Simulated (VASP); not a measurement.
# Al2O3 (Corundum) (R-3c) in VASP: settings compared, part 2 of 2

VASP 6.6.1. The steps go on from the part before.

## 4. Relaxation of cell and atoms, PBEsol, target pressure 113 GPa, at which the enthalpy is minimised

Contents of INCAR:

```
PREC = Accurate ; ENCUT = 600
EDIFF = 1E-6 ; ISMEAR = 0
SIGMA = 0.03 ; LREAL = False
LASPH = True ; NELM = 80
ALGO = Normal ; ISIF = 3
LWAVE = False ; LCHARG = False
GGA = PS ; IBRION = 2
NSW = 90 ; EDIFFG = -0.01
PSTRESS = 1130.0 ; KPAR = 2
```

Contents of KPOINTS:

```
Automatic mesh
0
Gamma
  7 7 7
```

Contents of POSCAR:

```
Al2O3
1.0
    2.3802500000      1.3742379782      4.3318666667
   -2.3802500000      1.3742379782      4.3318666667
    0.0000000000     -2.7484759565      4.3318666667
Al O
4 6
Direct
    0.3521600000      0.3521600000      0.3521600000
    0.1478400000      0.1478400000      0.1478400000
    0.6478400000      0.6478400000      0.6478400000
    0.8521600000      0.8521600000      0.8521600000
    0.5566800000      0.9433200000      0.2500000000
    0.2500000000      0.5566800000      0.9433200000
    0.9433200000      0.2500000000      0.5566800000
    0.4433200000      0.0566800000      0.7500000000
    0.7500000000      0.4433200000      0.0566800000
    0.0566800000      0.7500000000      0.4433200000
```

Potentials or basis: VASP PAW PBE potentials, release 64 (Al, O).

The run is started by

```console
$ cat potpaw_PBE.64/Al/POTCAR potpaw_PBE.64/O/POTCAR > POTCAR
$ mpirun -np 2 vasp_std > vasp.out
```

OUTCAR:

```text
PREC = Accurate
   ENCUT = 600
   EDIFF = 1E-6
   ISMEAR = 0
   LREAL = False
   LASPH = True
   NELM = 80
   ISIF = 3
   GGA = PS
   IBRION = 2
   NSW = 90
   EDIFFG = -0.01
   PSTRESS = 1130.0

 ion  position               nearest neighbor table
   1  0.352  0.352  0.352-   9 1.85  10 1.85   8 1.85   7 1.97   5 1.97   6 1.97   2 2.66   3 2.79
                             3 2.79   3 2.79   2 3.22   2 3.22   2 3.22
   2  0.148  0.148  0.148-  10 1.85   9 1.85   8 1.85   6 1.97   5 1.97   7 1.97   1 2.66   4 2.79
                             4 2.79   4 2.79   1 3.22   1 3.22   1 3.22
   3  0.648  0.648  0.648-   6 1.85   7 1.85   5 1.85  10 1.97   8 1.97   9 1.97   4 2.66   1 2.79
                             1 2.79   1 2.79   4 3.22   4 3.22   4 3.22
   4  0.852  0.852  0.852-   7 1.85   6 1.85   5 1.85   9 1.97   8 1.97  10 1.97   3 2.66   2 2.79
                             2 2.79   2 2.79   3 3.22   3 3.22   3 3.22
   5  0.557  0.943  0.250-   3 1.85   4 1.85   1 1.97   2 1.97
   6  0.250  0.557  0.943-   3 1.85   4 1.85   2 1.97   1 1.97
   7  0.943  0.250  0.557-   4 1.85   3 1.85   1 1.97   2 1.97
   8  0.443  0.057  0.750-   1 1.85   2 1.85   3 1.97   4 1.97
   9  0.750  0.443  0.057-   1 1.85   2 1.85   4 1.97   3 1.97
  10  0.057  0.750  0.443-   2 1.85   1 1.85   3 1.97   4 1.97

  LATTYP: Found a trigonal (rhomboedric) cell.
 ALAT       =     5.1302230849
 COS(alpha) =     0.5694707703

  Lattice vectors:

 A1 = (   2.3802500000,   1.3742379782,   4.3318666667)
 A2 = (  -2.3802500000,   1.3742379782,   4.3318666667)
 A3 = (   0.0000000000,  -2.7484759565,   4.3318666667)

Analysis of symmetry for initial positions (statically):
=====================================================================
 Subroutine PRICEL returns:
 Original cell was already a primitive cell.

 Routine SETGRP: Setting up the symmetry group for a
 trigonal (rhombohedral) supercell.

 Subroutine GETGRP returns: Found 12 space group operations
 (whereof  6 operations were pure point group operations)
 out of a pool of 12 trial point group operations.

The static configuration has the point symmetry S_6 .
 The point group associated with its full space group is D_3d.

Analysis of symmetry for dynamics (positions and initial velocities):
=====================================================================
 Subroutine PRICEL returns:
 Original cell was already a primitive cell.
[... 168 lines left out ...]

 Free energy of the ion-electron system (eV)
  ---------------------------------------------------
  ext. energy  EPLUGINS =         0.00000000
  ---------------------------------------------------
  free energy    TOTEN  =       -78.67665002 eV

  energy without entropy =      -78.67665002  energy(sigma->0) =      -78.67665002

------------------------ aborting loop because EDIFF is reached ----------------------------------------

  FORCE on cell =-STRESS in cart. coord.  units (eV):
  Direction    XX          YY          ZZ          XY          YZ          ZX
  --------------------------------------------------------------------------------------
  -------------------------------------------------------------------------------------
  Total        0.9213941      0.9213941      0.5410329      0.0000000     -0.0000000      0.0000000
  in kB       17.3638158     17.3638158     10.1958486      0.0000000     -0.0000000      0.0000000
  external PRESSURE =   -1115.0255066 kB  Pullay stress =    1130.0000000 kB
[... 33 lines left out ...]
--------------------------------------- Ionic step        2  -------------------------------------------

 number of electron      47.9999999 magnetization

 E-fermi :  25.3879     XC(G=0): -17.8571

 val. band max:       25.1167129036   @ k =   0.0000   0.0000   0.0000
 cond. band min:      35.8749868494   @ k =  -0.4286   0.4286   0.0000
 fundamental gap:     10.7582739458
 Fermi energy:        25.3878696027

 k-point     1 :       0.0000    0.0000    0.0000
  band No.  band energies     occupation
      1      -6.3174      2.00000
      2       2.3679      2.00000
      3       3.8002      2.00000
      4       3.8002      2.00000
      5       3.8831      2.00000
      6       3.8831      2.00000
[... 870 lines left out ...]
  energy  without entropy=      -75.9469486240  energy(sigma->0) =      -75.94694862

  enthalpy is  TOTEN    =       -26.1342049890 eV   P V=       49.8127436350

[... ionic steps 4 to 9 ...]

--------------------------------------- Ionic step       10  -------------------------------------------

 number of electron      47.9999995 magnetization

------------------------ aborting loop because EDIFF is reached ----------------------------------------
[... 87 lines left out ...]
--------------------------------------- Ionic step       12  -------------------------------------------

 number of electron      47.9999995 magnetization

 Free energy of the ion-electron system (eV)
  ---------------------------------------------------
  ext. energy  EPLUGINS =         0.00000000
  ---------------------------------------------------
  free energy    TOTEN  =       -73.01403185 eV

  energy without entropy =      -73.01403185  energy(sigma->0) =      -73.01403185

 E-fermi :   9.7395     XC(G=0): -13.3131

 val. band max:        9.5652518631   @ k =   0.0000   0.0000   0.0000
 cond. band min:      19.0093810375   @ k =   0.0000   0.0000   0.0000
 fundamental gap:      9.4441291744
 Fermi energy:         9.7394726644

 k-point     1 :       0.0000    0.0000    0.0000
  band No.  band energies     occupation
      1     -12.1105      2.00000
      2      -8.4670      2.00000
      3      -8.1037      2.00000
      4      -8.1037      2.00000
      5      -7.6953      2.00000
      6      -7.6953      2.00000
[... 824 lines left out ...]
  energy  without entropy=      -73.0140318550  energy(sigma->0) =      -73.01403185

  enthalpy is  TOTEN    =       -26.9137295999 eV   P V=       46.1003022551

 reached required accuracy - stopping structural energy minimisation
```

CONTCAR:

```text
Al2O3
   1.00000000000000
     2.1896437481183306    1.2641914073567551    3.9354859450731046
    -2.1896437481183306    1.2641914073567551    3.9354859450731046
    -0.0000000000000000   -2.5283828148352852    3.9354859450826232
  Al              O
     4     6
Direct
     0.3514670624629377    0.3514670624629377    0.3514670624629377
     0.1485329375370623    0.1485329375370623    0.1485329375370623
     0.6485329375370623    0.6485329375370623    0.6485329375370623
     0.8514670624629377    0.8514670624629377    0.8514670624629377
     0.5586415936066506    0.9413584063933494    0.2500000000000000
     0.2499999999999984    0.5586415936066492    0.9413584063933506
     0.9413584063933508    0.2500000000000015    0.5586415936066494
     0.4413584063933492    0.0586415936066507    0.7500000000000000
     0.7500000000000016    0.4413584063933507    0.0586415936066494
     0.0586415936066492    0.7499999999999984    0.4413584063933506

  0.00000000E+00  0.00000000E+00  0.00000000E+00
  0.00000000E+00  0.00000000E+00  0.00000000E+00
  0.00000000E+00  0.00000000E+00  0.00000000E+00
  0.00000000E+00  0.00000000E+00  0.00000000E+00
  0.00000000E+00  0.00000000E+00  0.00000000E+00
  0.00000000E+00  0.00000000E+00  0.00000000E+00
  0.00000000E+00  0.00000000E+00  0.00000000E+00
  0.00000000E+00  0.00000000E+00  0.00000000E+00
  0.00000000E+00  0.00000000E+00  0.00000000E+00
  0.00000000E+00  0.00000000E+00  0.00000000E+00
```

Run time: 8.9 min. Hardware: 2 MPI ranks of Intel Xeon Platinum 8488C (Sapphire Rapids), shared host; peak memory 0.31 GiB.

What came out:

```yaml
Free_energy: -73.0140 eV
Relaxed_volume: 6.54 Å³/atom
Relaxed_cell: a = 4.678 Å, b = 4.678 Å, c = 4.678 Å, α = 55.82°, β = 55.82°, γ = 55.82°
Space_group_after_relaxing_to_0.05_Å: R-3c (No. 167)
Energy_change_on_relaxing_the_enthalpy_is_what_falls: +566.3 meV/atom
Ionic_steps: 12
Pressure_after_relaxing: 113.0 GPa
Band_gap_on_the_k_mesh: 9.44 eV, direct
```

Forces on the atoms (eV/Å):
```
Al   0.000  0.000  0.001
Al   0.000  0.000 -0.001
Al   0.000  0.000 -0.001
Al   0.000  0.000  0.001
O   -0.003  0.000  0.000
O    0.001 -0.002  0.000
O    0.001  0.002  0.000
O    0.003  0.000  0.000
O   -0.001  0.002  0.000
O   -0.001 -0.002  0.000
```

The path:
```
step  energy change (eV)  largest force (eV/Å)  pressure (GPa)  volume (Å³)
   1              0.0000                0.0888            1.50        85.02
   2            134.4929                5.1288         1813.78        31.02
   3              2.7297                0.2374           69.11        70.63
   4              4.1121                0.2808           90.74        67.84
   5              5.7067                0.3234          113.83        65.34
   6              5.4547                0.3171          110.29        65.70
   7              5.4987                0.2452          110.49        65.60
   8              5.4785                0.0997          110.41        65.63
   9              6.0665                0.1348          118.62        64.81
  10              5.6727                0.0224          113.14        65.35
  11              5.6522                0.0253          112.85        65.38
  12              5.6626                0.0025          112.99        65.36
```

Final structure:
```
Al O
1.0
     2.18964    1.26419    3.93549
    -2.18964    1.26419    3.93549
     0.00000   -2.52838    3.93549
Al O
4 6
Direct
  0.35147 0.35147 0.35147
  0.14853 0.14853 0.14853
  0.64853 0.64853 0.64853
  0.85147 0.85147 0.85147
  0.55864 0.94136 0.25000
  0.25000 0.55864 0.94136
  0.94136 0.25000 0.55864
  0.44136 0.05864 0.75000
  0.75000 0.44136 0.05864
  0.05864 0.75000 0.44136
```

Levels at points of the mesh, in eV from the valence-band top:
```
           k point  band 22  band 23  band 24  band 25  band 26  band 27
(0.00, 0.00, 0.00)    -0.29    -0.29     0.00     9.44    10.78    13.56
```

Caveat: the cell is relaxed towards a set pressure, so the enthalpy falls and the energy may rise; the volume moved by over 15 % at a fixed basis, so the end points are rough; the PAW data sets were made with another functional, which shifts forces and pressure a little; an odd mesh through Γ misses points on the zone boundary, where band edges often lie. As with any semilocal functional, this PBEsol gap is likely too small.

## 5. Relaxation of cell and atoms, PBEsol, target pressure 113 GPa, at which the enthalpy is minimised

This run uses another cell than the first one, of 6.54 Å³/atom, 0.769 times its volume.

Contents of INCAR:

```
PREC = Accurate ; ENCUT = 600
EDIFF = 1E-7 ; ISMEAR = 0
SIGMA = 0.03 ; LREAL = False
LASPH = True ; NELM = 80
ALGO = Normal ; ISIF = 3
LWAVE = False ; LCHARG = False
GGA = PS ; IBRION = 2
NSW = 90 ; EDIFFG = -0.005
PSTRESS = 1130.0 ; KPAR = 2
```

KPOINTS is that of step 4.

Contents of POSCAR:

```
Al2O3                                   
1.0
    2.1896437481      1.2641914074      3.9354859451
   -2.1896437481      1.2641914074      3.9354859451
   -0.0000000000     -2.5283828148      3.9354859451
  Al              O             
     4     6
Direct
     0.3514670624629377    0.3514670624629377    0.3514670624629377
     0.1485329375370623    0.1485329375370623    0.1485329375370623
     0.6485329375370623    0.6485329375370623    0.6485329375370623
     0.8514670624629377    0.8514670624629377    0.8514670624629377
     0.5586415936066506    0.9413584063933494    0.2500000000000000
     0.2499999999999984    0.5586415936066492    0.9413584063933506
     0.9413584063933508    0.2500000000000015    0.5586415936066494
     0.4413584063933492    0.0586415936066507    0.7500000000000000
     0.7500000000000016    0.4413584063933507    0.0586415936066494
     0.0586415936066492    0.7499999999999984    0.4413584063933506
```

The run is started by

```console
$ cat potpaw_PBE.64/Al/POTCAR potpaw_PBE.64/O/POTCAR > POTCAR
$ mpirun -np 2 vasp_std > vasp.out
```

Wall time 2.2 min (2 MPI ranks of Intel Xeon Platinum 8488C (Sapphire Rapids), shared host); peak memory 0.26 GiB.

Results (log left out):

```yaml
Free_energy: -72.9255 eV
Energy_change_on_relaxing_the_enthalpy_is_what_falls: +0.2 meV/atom
Ionic_steps: 4
Pressure_after_relaxing: 113.0 GPa
Largest_force_after_relaxing: 0.003 eV/Å
Band_gap_on_the_k_mesh: 9.43 eV, direct
```

Forces in eV/Å, atoms in the order of the input:
```
Al   0.000  0.000  0.003
Al   0.000  0.000 -0.003
Al   0.000  0.000 -0.003
Al   0.000  0.000  0.003
O   -0.002  0.000  0.000
O    0.001 -0.002  0.000
O    0.001  0.002  0.000
O    0.002  0.000  0.000
O   -0.001  0.002  0.000
O   -0.001 -0.002  0.000
```

The path:
| step | energy change (eV) | largest force (eV/Å) | pressure (GPa) | volume (Å³) |
| --- | --- | --- | --- | --- |
| 1 | 0.0000 | 0.0026 | 112.95 | 65.36 |
| 2 | 0.0124 | 0.0099 | 113.12 | 65.35 |
| 3 | 0.0090 | 0.0076 | 113.08 | 65.35 |
| 4 | 0.0021 | 0.0033 | 112.97 | 65.36 |

Final structure:
```
Al O
1.0
     2.19006    1.26443    3.93379
    -2.19006    1.26443    3.93379
     0.00000   -2.52887    3.93379
Al O
4 6
Direct
  0.35149 0.35149 0.35149
  0.14851 0.14851 0.14851
  0.64851 0.64851 0.64851
  0.85149 0.85149 0.85149
  0.55861 0.94139 0.25000
  0.25000 0.55861 0.94139
  0.94139 0.25000 0.55861
  0.44139 0.05861 0.75000
  0.75000 0.44139 0.05861
  0.05861 0.75000 0.44139
```

Levels at points of the mesh, in eV from the valence-band top:
```tsv
k point	band 22	band 23	band 24	band 25	band 26	band 27
(0.00, 0.00, 0.00)	-0.29	-0.29	0.00	9.43	10.76	13.55
```

Caveat: the cell is relaxed towards a set pressure, so the enthalpy falls and the energy may rise; the PAW data sets were made with another functional, which shifts forces and pressure a little; an odd mesh through Γ misses points on the zone boundary, where band edges often lie.
